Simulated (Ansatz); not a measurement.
# GaN: deformation potentials from a series

```yaml
crystal:
  lattice:
    - [0.00000, 1.99250, 1.99250]
    - [1.99250, 0.00000, 1.99250]
    - [1.99250, 1.99250, 0.00000]
  atoms:
    - { symbol: Ga, position: [0.50000, 0.50000, 0.50000] }
    - { symbol: N, position: [0.00000, 0.00000, 0.00000] }
```

Atom numbers follow the list: Ga1, N2.

The conventional cell has a = 3.985 Å, b = 3.985 Å, c = 3.985 Å, α = 90.00°, β = 90.00°, γ = 90.00°. Around Ga (atom 1) lie 6 N at 1.99 Å. N (atom 2) is surrounded by 6 Ga at 1.99 Å.

The cell comes from COD entry 1536825, which wasn't checked; take it as a given geometry.

Method: DFT, PBEsol, all-electron LAPW, scalar-relativistic in Ansatz 0.2.0.

Settings: a Γ-centred 13×13×13 k mesh, Fermi–Dirac smearing of 0.02 eV, basis error target 1 meV/atom, no spin polarisation.

The strain is applied along the Cartesian axes of the cell as listed (the other components stay zero). Fractional coordinates are held (clamped ions).

The valence-band top of this crystal doesn't lie at Γ but 0.77 eV above the top filled level there.

Only quantities that a quadratic follows smoothly over the whole series are listed; rougher ones are left out.

```
    εzz  direct gap at Γ, from the mean of the top three filled levels (eV)  singlet less doublet of the top filled triplet at Γ (eV)
-0.0300                                                               5.684                                                    -0.294
-0.0200                                                               5.519                                                    -0.193
-0.0100                                                               5.358                                                    -0.095
 0.0000                                                               5.203                                                     0.000
 0.0100                                                               5.053                                                     0.092
 0.0300                                                               4.769                                                     0.264
```

Task: Fit the series and give the slopes at zero strain.

Result: Least-squares fits y = p0 + p1 x + p2 x² to the rows give direct gap at Γ, from the mean of the top three filled levels (eV): p1 = -15.3, p2 = 26; singlet less doublet of the top filled triplet at Γ (eV): p1 = 9.31, p2 = -17. Without spin–orbit coupling the singlet lies 3b(εzz − εxx) above the doublet in the usual convention, so the shear deformation potential is b = 3.10 eV.

Task: One run, at εzz = 0.0200, is withheld. Predict its row.

Result: The fits give 4.908, 0.180; the run gave 4.909, 0.180.
